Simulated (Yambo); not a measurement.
AlN:

```xyz
2
Lattice="0.0000 2.1840 2.1840 2.1840 0.0000 2.1840 2.1840 2.1840 0.0000" Properties=species:S:1:pos:R:3 pbc="T T T"
Al    0.0000    0.0000    0.0000
N     1.0920    1.0920    1.0920
```

Measurements of this composition are mostly on another form, of space group No. 186.

Base run:

| Item | Value |
| --- | --- |
| Program | Yambo 5.3.0 |
| Functional | LDA |
| Potentials or basis | PseudoDojo 0.4.1 SR LDA standard |
| Cutoff | 1143 eV |
| Density cutoff | 4572 eV |
| k mesh | 6 × 6 × 6 |
| Occupations | fixed |
| Spin | no spin polarisation |

Its results: band gap on the k mesh, mean-field level 3.26 eV, indirect (least direct gap 4.24 eV).

Q: The run is repeated on the same cell with these changes: functional from LDA to PBE; potentials or basis from PseudoDojo 0.4.1 SR LDA standard to PseudoDojo 0.4.1 SR PBE standard. What comes out?

A: Band gap on the k mesh, mean-field level 3.32 eV, indirect (least direct gap 4.19 eV).

A k mesh can miss the band edges.
